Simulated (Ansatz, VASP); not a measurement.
One calculation of Rb, two programs

```
Rb
1.0
     0.00000    4.46176    4.46176
     4.46176    0.00000    4.46176
     4.46176    4.46176    0.00000
Rb
2
Cartesian
  -1.1154 -1.1154 -1.1154
  1.1154 1.1154 1.1154
```

Change from the starting cell: volume scaled by 0.75, LAPW.

Alike in both runs: task single point; functional LDA; k mesh 7 × 7 × 7; occupations fermi-dirac, width 0.08 eV; no spin polarisation.

|  | VASP | Ansatz |
| --- | --- | --- |
| version | VASP 6.6.1 | Ansatz 0.2.0 |
| potentials or method | VASP PAW LDA potentials, release 64 (Rb_sv), cutoff 520 eV | all-electron LAPW, scalar-relativistic |

|  | VASP | Ansatz | Ansatz less VASP |
| --- | --- | --- | --- |
| pressure (GPa) | 0.6 | 0.6 | +0.01 |

Ansatz ran all-electron here, so the differences hold the error of VASP's frozen core and of both bases.
